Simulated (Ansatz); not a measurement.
KF in the rocksalt structure, relaxed with r2SCAN in the plane-wave code Ansatz. It is cubic, Fm-3m (No. 225); conventional cell a = 5.318 Å, 18.80 Å³ an atom. K has 6 F at 2.66 Å; F has 6 K at 2.66 Å.

The axes x, y and z are those of this cell:
```
K F
1.0
     0.00000    2.65896    2.65896
     2.65896    0.00000    2.65896
     2.65896    2.65896    0.00000
K F
1 1
Direct
  0.00000 0.00000 0.00000
  0.50000 0.50000 0.50000
```

Unstrained: With PBE the gap is 6.259 eV and direct, at Γ. With r2SCAN the gap is 6.908 eV and direct, at Γ. The HSE06 gap is direct at Γ: 8.263 eV. Meshes: PBE 8×8×8, r2SCAN 8×8×8, HSE06 6×6×6. Strains are changes of length per length, and xy shears are angles. After each strain the atoms were relaxed again with r2SCAN within the symmetry that the strain leaves, so tilts or polar shifts that break it weren't tested; points keep the names that they have in the unstrained zone. The values are computed, spin-unpolarised, and not measurements.

(1) Apply uniaxial -2.11 % along [111], other directions held. How far does the gap move, against the unstrained cell?

(2) Estimate what xy shear, engineering strain (angle) +5.03 % does to the gap.

(3) Apply isotropic -2.95 % on every length. How far does the gap move, against the unstrained cell?

(4) Order the strained cells by their HSE06 gap, smallest first.
A. xy shear, engineering strain (angle) +5.03 %
B. uniaxial -2.11 % along [111], other directions held
C. isotropic -2.95 % on every length

## Answers

(1) PBE: the gap goes from 6.259 to 6.360 eV (+0.101 eV); with r2SCAN the top three valence levels at Γ, degenerate before, become 1+2 from the top over 18 meV. r2SCAN: the gap goes from 6.908 to 7.012 eV (+0.104 eV). HSE06: the gap goes from 8.263 to 8.374 eV (+0.111 eV). The r2SCAN energy rises by 1.4 meV an atom.

(2) PBE: the gap goes from 6.259 to 6.227 eV (-0.032 eV); with r2SCAN the top three valence levels at Γ, degenerate before, become 1+1+1 from the top over 46 meV. r2SCAN: the gap goes from 6.908 to 6.880 eV (-0.028 eV). HSE06: the gap goes from 8.263 to 8.233 eV (-0.030 eV). The r2SCAN energy rises by 1.8 meV an atom.

(3) PBE: the gap goes from 6.259 to 6.766 eV (+0.507 eV). r2SCAN: the gap goes from 6.908 to 7.426 eV (+0.518 eV). HSE06: the gap goes from 8.263 to 8.809 eV (+0.546 eV). The r2SCAN energy rises by 18.4 meV an atom.

(4) A (8.23 eV), B (8.37 eV), C (8.81 eV).

The meshes of the hybrids are coarse, so their gaps aren't converged to the digits shown.

The splittings at Γ are without spin-orbit coupling, which regroups them where it is of like size or larger.
